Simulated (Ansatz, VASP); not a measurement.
Two plane-wave programs on Na

```
Na
1.0
    -1.99264    1.99264    2.39117
     1.99264   -1.99264    2.39117
     1.99264    1.99264   -2.39117
Na
1
Direct
  0.00000 0.00000 0.00000
```

Alike in both runs: task single point; functional PBEsol; k mesh 18 × 18 × 18; occupations gaussian, width 0.15 eV; no spin polarisation.

```csv
,VASP,Ansatz
version,VASP 6.6.1,Ansatz 0.2.0
potentials or method,"VASP PAW PBE potentials, release 64 (Na_pv)","scalar-relativistic, plane waves, PAW"
plane-wave cutoff (eV),520,420
valence electrons in the cell,7,9
```

VASP gave:

| Quantity | Value |
| --- | --- |
| gap on the k mesh at the Fermi level (eV) | none |
| pressure (GPa) | -0.2 |

Q: Estimate Ansatz's values.

A: gap on the k mesh at the Fermi level (eV): none; pressure (GPa): -0.3.

A gap of «none» marks a metal or a gap that the smearing closes. The functional is the same, so the differences come from potentials, cutoffs and numerics. The two sets of potentials don't hold the same shells in valence.

Caveats: the PAW data sets were made with another functional, which shifts forces and pressure a little (VASP).
